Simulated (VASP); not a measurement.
Crystal: InPd.

```xyz
2
Lattice="3.2719 0.0000 0.0000 0.0000 3.2719 0.0000 0.0000 0.0000 3.2719" Properties=species:S:1:pos:R:3 pbc="T T T"
In    0.0000    0.0000    0.0000
Pd    1.6359    1.6359    1.6359
```

The cell comes from a database or a generator and needn't be the stable form of this composition.

```yaml
Program: VASP 6.6.1
Task: relaxation of cell and atoms
Functional: revPBE
Dispersion: D3(BJ)
Potentials_or_basis: VASP PAW PBE potentials, release 64 (In_d, Pd)
Cutoff: 600 eV
k_mesh: 8 × 8 × 8
Occupations: fermi-dirac, width 0.05 eV
Spin: no spin polarisation
```

At the start: pressure -3.5 GPa; volume 17.51 Å³/atom.

Q: Where does the relaxation end?

A: Over 5 steps the energy falls by 5.2 meV/atom and the volume is 17.02 Å³/atom (-2.8 %); space group Pm-3m (No. 221, to 0.05 Å).

Step by step:
```csv
step,energy change (eV),largest force (eV/Å),pressure (GPa),volume (Å³)
1,0.0000,0.0000,-3.46,35.03
2,0.0020,0.0000,4.25,33.14
3,-0.0104,0.0000,-0.52,34.10
4,-0.0102,0.0000,0.42,33.99
5,-0.0103,0.0000,0.17,34.04
```

Final structure:
```yaml
crystal:
  lattice:
    - [3.24097, 0.00000, 0.00000]
    - [0.00000, 3.24097, 0.00000]
    - [0.00000, 0.00000, 3.24097]
  atoms:
    - { symbol: In, position: [0.00000, 0.00000, 0.00000] }
    - { symbol: Pd, position: [0.50000, 0.50000, 0.50000] }
```

Caveat: the PAW data sets were made with another functional, which shifts forces and pressure a little; pairwise dispersion overbinds metals, which lowers pressure and volume.
